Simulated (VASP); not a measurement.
# BaF2 (Frankdicksonite) under changes of volume

One of the cells (20.259 Å³/atom); the others are scaled copies at fixed shape and fractional positions:

```
Ba F
1.0
     0.00000    3.12058    3.12058
     3.12058    0.00000    3.12058
     3.12058    3.12058    0.00000
Ba F
1 2
Direct
  0.00000 0.00000 0.00000
  0.75000 0.75000 0.75000
  0.25000 0.25000 0.25000
```

| Quantity | Value |
| --- | --- |
| Program | VASP 6.6.1 |
| Functional | PBE |
| Potentials or basis | VASP PAW PBE potentials, release 64 (Ba_sv, F) |
| Cutoff | 520 eV |
| k mesh | 8 × 8 × 8 |
| Occupations | fermi-dirac, width 0.05 eV |
| Spin | no spin polarisation |

```csv
volume (Å³/atom),energy over the lowest point (meV/atom),pressure (GPa),gap on the mesh (eV)
18.670,42.29,7.0,7.03
19.067,?,?,?
19.464,14.85,3.7,6.85
20.259,1.93,1.1,6.68
20.656,0.00,0.0,6.59
21.053,0.65,-1.0,6.51
```

Question: What does the run at 19.067 Å³/atom give?

Answer: Energy over the lowest point 26.53 meV/atom; pressure 5.3 GPa; gap on the mesh 6.94 eV.

Worked out: A Birch-Murnaghan fit of order 3 (a polynomial in V^(-2/3)) to the other rows has its minimum at 20.75 Å³/atom with B0 = V·E''(V) = 53 GPa and B' = 4.8. It gives 26.54 meV/atom at 19.067 Å³/atom, against the run's 26.53, and -dE/dV = 5.5 GPa, against 5.3. A straight line through the other rows of the gap, of slope -4.33 eV per unit of ln V, gives 6.94 eV, against the run's 6.94.

Energies are extrapolated to zero smearing.

Caveats: spin-orbit coupling is left out, which moves the levels of the heavy elements.

A mesh can miss the band edges.
